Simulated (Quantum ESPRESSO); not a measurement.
Wanted: the native input for a Quantum ESPRESSO 7.5 run.

```yaml
Task: projected density of states
Functional: LDA
Potentials_or_basis: GBRV 1.5 LDA
Cutoff: 612 eV
Density_cutoff: 4898 eV
k_mesh: 5 × 5 × 5
Occupations: gaussian, width 0.05 eV
Spin: collinear spin, ferromagnetic start
Starting_moments: "[2.0, 0.0, 0.0] μB"
Hubbard_terms: Cr d U = 6 eV
Hubbard_projectors: atomic
Double: 0
Magnetic_state_asked_for: free
Moments_locked: none
Start_of_the_occupations: random1
Form_of_the_LDA_correlation: PZ81
Formal_shell_electrons: 1 d2
Mixing_beta: 0.3
Iterations_with_occupations_held: 5
Dos_occupations: tetrahedra_opt
Nosym: yes
SCF_threshold: 1.2e-07 Ry
Most_SCF_iterations: 120
Mixing_ndim: 12
```

The system is CrO2.

```xyz
3
Lattice="0.0000 2.3368 2.3368 2.3368 0.0000 2.3368 2.3368 2.3368 0.0000" Properties=species:S:1:pos:R:3 pbc="T T T"
Cr    0.0000    0.0000    0.0000
O     1.1684    1.1684    1.1684
O     3.5053    3.5053    3.5053
```

Measurements of this composition are mostly on another form, of space group No. 136.

One way to write it, as run:

pw.in

```
&CONTROL
  calculation = 'scf'
  prefix = 'pwscf'
  outdir = './tmp'
  pseudo_dir = './pseudo'
  tprnfor = .true.
  disk_io = 'low'
/
&SYSTEM
  ibrav = 0
  nat = 3
  ntyp = 2
  ecutwfc = 45
  ecutrho = 360
  nbnd = 23
  occupations = 'smearing'
  smearing = 'gaussian'
  degauss = 0.00367493
  nspin = 2
  starting_magnetization(1) = 0.1429
  starting_magnetization(2) = 0
  nosym = .true.
/
&ELECTRONS
  conv_thr = 1.2d-07
  electron_maxstep = 120
  mixing_beta = 0.3
  mixing_ndim = 12
  startingpot = 'file'
  mixing_fixed_ns = 5
/
ATOMIC_SPECIES
Cr    51.9961 cr_lda_v1.5.uspp.F.UPF
O     15.9990 o_lda_v1.2.uspp.F.UPF
CELL_PARAMETERS angstrom
   0.0000000000    2.3368421000    2.3368421000
   2.3368421000    0.0000000000    2.3368421000
   2.3368421000    2.3368421000    0.0000000000
ATOMIC_POSITIONS crystal
Cr     0.0000000000    0.0000000000    0.0000000000
O      0.2500000000    0.2500000000    0.2500000000
O      0.7500000000    0.7500000000    0.7500000000
K_POINTS automatic
5 5 5 0 0 0
HUBBARD {atomic}
U Cr-3d 6.0
```

nscf.in

```
&CONTROL
  calculation = 'nscf'
  prefix = 'pwscf'
  outdir = './tmp'
  pseudo_dir = './pseudo'
  disk_io = 'low'
/
&SYSTEM
  ibrav = 0
  nat = 3
  ntyp = 2
  ecutwfc = 45
  ecutrho = 360
  nbnd = 23
  occupations = 'tetrahedra_opt'
  nspin = 2
  starting_magnetization(1) = 0.1429
  starting_magnetization(2) = 0
  nosym = .true.
/
&ELECTRONS
  conv_thr = 1d-08
  electron_maxstep = 120
  mixing_beta = 0.3
  mixing_ndim = 12
  startingpot = 'file'
  mixing_fixed_ns = 5
/
ATOMIC_SPECIES
Cr    51.9961 cr_lda_v1.5.uspp.F.UPF
O     15.9990 o_lda_v1.2.uspp.F.UPF
CELL_PARAMETERS angstrom
   0.0000000000    2.3368421000    2.3368421000
   2.3368421000    0.0000000000    2.3368421000
   2.3368421000    2.3368421000    0.0000000000
ATOMIC_POSITIONS crystal
Cr     0.0000000000    0.0000000000    0.0000000000
O      0.2500000000    0.2500000000    0.2500000000
O      0.7500000000    0.7500000000    0.7500000000
K_POINTS automatic
8 8 8 0 0 0
HUBBARD {atomic}
U Cr-3d 6.0
```

projwfc.in

```
&PROJWFC
  prefix = 'pwscf'
  outdir = './tmp'
  filpdos = 'p'
  Emin = -2
  Emax = 23
  DeltaE = 0.05
/
```

start.in

```
&CONTROL
  calculation = 'scf'
  prefix = 'pwscf'
  outdir = './tmp'
  pseudo_dir = './pseudo'
  disk_io = 'nowf'
/
&SYSTEM
  ibrav = 0
  nat = 3
  ntyp = 2
  ecutwfc = 45
  ecutrho = 360
  nbnd = 23
  occupations = 'smearing'
  smearing = 'gaussian'
  degauss = 0.00367493
  nspin = 2
  starting_magnetization(1) = 0.1429
  starting_magnetization(2) = 0
  nosym = .true.
/
&ELECTRONS
  conv_thr = 1.2d-07
  electron_maxstep = 1
  mixing_beta = 0.3
  mixing_ndim = 12
  scf_must_converge = .false.
/
ATOMIC_SPECIES
Cr    51.9961 cr_lda_v1.5.uspp.F.UPF
O     15.9990 o_lda_v1.2.uspp.F.UPF
CELL_PARAMETERS angstrom
   0.0000000000    2.3368421000    2.3368421000
   2.3368421000    0.0000000000    2.3368421000
   2.3368421000    2.3368421000    0.0000000000
ATOMIC_POSITIONS crystal
Cr     0.0000000000    0.0000000000    0.0000000000
O      0.2500000000    0.2500000000    0.2500000000
O      0.7500000000    0.7500000000    0.7500000000
K_POINTS automatic
5 5 5 0 0 0
HUBBARD {atomic}
U Cr-3d 6.0
```

occup.txt

```
 0.6890 -0.2425 -0.2531 -0.0386 -0.2999
-0.2425  0.5737  0.1635  0.1495 -0.3697
-0.2531  0.1635  0.1043  0.0349  0.0377
-0.0386  0.1495  0.0349  0.0400 -0.1154
-0.2999 -0.3697  0.0377 -0.1154  0.5930
 0.0000  0.0000  0.0000  0.0000  0.0000
 0.0000  0.0000  0.0000  0.0000  0.0000
 0.0000  0.0000  0.0000  0.0000  0.0000
 0.0000  0.0000  0.0000  0.0000  0.0000
 0.0000  0.0000  0.0000  0.0000  0.0000
 0.0000  0.0000  0.0000  0.0000  0.0000
 0.0000  0.0000  0.0000  0.0000  0.0000
 0.0000  0.0000  0.0000  0.0000  0.0000
 0.0000  0.0000  0.0000  0.0000  0.0000
 0.0000  0.0000  0.0000  0.0000  0.0000
 0.0000  0.0000  0.0000  0.0000  0.0000
 0.0000  0.0000  0.0000  0.0000  0.0000
 0.0000  0.0000  0.0000  0.0000  0.0000
 0.0000  0.0000  0.0000  0.0000  0.0000
 0.0000  0.0000  0.0000  0.0000  0.0000
 0.0000  0.0000  0.0000  0.0000  0.0000
 0.0000  0.0000  0.0000  0.0000  0.0000
 0.0000  0.0000  0.0000  0.0000  0.0000
 0.0000  0.0000  0.0000  0.0000  0.0000
 0.0000  0.0000  0.0000  0.0000  0.0000
 0.0000  0.0000  0.0000  0.0000  0.0000
 0.0000  0.0000  0.0000  0.0000  0.0000
 0.0000  0.0000  0.0000  0.0000  0.0000
 0.0000  0.0000  0.0000  0.0000  0.0000
 0.0000  0.0000  0.0000  0.0000  0.0000
```

Potentials or basis: GBRV 1.5 LDA.

Run with:

```console
$ OMP_NUM_THREADS=1 pw.x -in start.in > start.out
$ cp occup.txt tmp/pwscf.save/occup.txt
$ OMP_NUM_THREADS=1 pw.x -in pw.in > pw.out
$ OMP_NUM_THREADS=1 pw.x -in nscf.in > nscf.out
$ OMP_NUM_THREADS=1 projwfc.x -in projwfc.in > projwfc.out
```

Results of the run:

- Band gap on the k mesh: 0.23 eV, direct
- Net moment: 2.00 μB per cell
- Absolute moment: 3.48 μB per cell
- Site moments: Cr +2.32; O -0.36 μB
- Valence electrons inside the program's atomic spheres: Cr 10.93; O 5.55
- Loewdin charges: Cr +1.45; O -0.68 e

Caveat: the k mesh is coarse (spacing up to 0.47 Å⁻¹), so the values aren't converged; an odd mesh through Γ misses points on the zone boundary, where band edges often lie; a cell with one magnetic atom can't hold antiferromagnetic order, which such compounds often take.

Run time: 4.6 min on 1 thread of Arm Neoverse V1, on a shared host, peak memory 0.23 GiB.
